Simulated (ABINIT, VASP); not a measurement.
This is a calculation of Ru (Ruthenium) for VASP 6.6.1. 

The input INCAR:

```
SYSTEM = Ru
PREC     = Accurate       ! precision mode
ENCUT    = 520            ! plane-wave cutoff, eV
EDIFF    = 1E-7           ! SCF threshold, eV
ISMEAR   = -1             ! smearing method
SIGMA    = 0.05           ! smearing width, eV
LREAL    = .False.        ! projectors in reciprocal space
LASPH    = .True.         ! aspherical terms in the spheres
NELM     = 80             ! most SCF steps
ALGO     = Normal         ! electronic algorithm
ISIF     = 2              ! what is computed and relaxed
LWAVE    = .False.        ! write WAVECAR
LCHARG   = .False.        ! write CHGCAR
GGA      = PE             ! functional
NBANDS   = 21             ! bands
```

KPOINTS

```
Automatic mesh
0
Gamma
  11 11 6
  0 0 0
```

Contents of POSCAR:

```
Ru
1.0
    2.7058000000      0.0000000000      0.0000000000
   -1.3529000000      2.3432915376      0.0000000000
    0.0000000000      0.0000000000      4.2819000000
Ru
2
Direct
    0.6666666667      0.3333333333      0.7500000000
    0.3333333333      0.6666666667      0.2500000000
```

Potentials or basis: VASP PAW PBE potentials, release 64 (Ru_pv).

Command:

```console
$ cat potpaw_PBE.64/Ru_pv/POTCAR > POTCAR
$ mpirun -np 1 vasp_std > vasp.out
```

Question: What does the same run look like in ABINIT 10.8.3 (patched build)? Potentials or basis there: JTH PAW PBE v2.0, cutoff 408 eV.

Answer: As run (cutoffs and basis follow the program's own potentials, and thresholds, step limits or extra output files can differ):

run.abi

```
pp_dirpath "./"
pseudos "Ru.GGA_PBE-JTH.xml"

acell 5.113220948 5.1132209481 8.091618293
rprim
     1.0000000000     0.0000000000     0.0000000000
    -0.5000000000     0.8660254038     0.0000000000
     0.0000000000     0.0000000000     1.0000000000
ntypat 1
znucl 44
natom 2
typat 1 1
xred
     0.6666666667     0.3333333333     0.7500000000
     0.3333333333     0.6666666667     0.2500000000

ecut 408.170794 eV
pawecutdg 30.0

kptopt 1
ngkpt 11 11 6
nshiftk 1
shiftk 0.0 0.0 0.0

ixc 11

nband 20
occopt 3
tsmear 0.00183747

nstep 100
tolvrs 1.0e-9

iomode 3
prtwf 0
prteig 0
prtebands 0
prtden 1
prtvha 1
prtvclmb 1
prtpot 1
```

Potentials or basis: JTH PAW PBE v2.0.

The run is started by

```bash
$ abinit run.abi > log 2>&1
```

Both were run:

|  | VASP | ABINIT |
| --- | --- | --- |
| Pressure | 4.5 GPa | 4.2 GPa |

The potentials hold 28 and 32 valence electrons a cell.

Pressure is positive in compression.
